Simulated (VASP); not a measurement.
TaN:

```
Ta N
1.0
     2.92177    0.00000    0.00000
    -1.46088    2.53033    0.00000
     0.00000    0.00000    5.91652
Ta N
2 2
Direct
  0.00000 0.00000 0.50000
  0.00000 0.00000 0.00000
  0.33333 0.66667 0.25000
  0.66667 0.33333 0.75000
```

The cell comes from a database or a generator and needn't be the stable form of this composition.

Base run:

```yaml
Program: VASP 6.6.1
Functional: LAK
Potentials_or_basis: VASP PAW PBE potentials, release 64 (Ta_pv, N)
Cutoff: 520 eV
k_mesh: 10 × 10 × 5
Occupations: fermi-dirac, width 0.05 eV
Spin: no spin polarisation
```

Its results: pressure 4.1 GPa.

Question: The run is repeated on the same cell with these changes: functional from LAK to MS2. What comes out?

Answer: Pressure -8.8 GPa.

Caveats: the PAW data sets were made with another functional, which shifts forces and pressure a little.
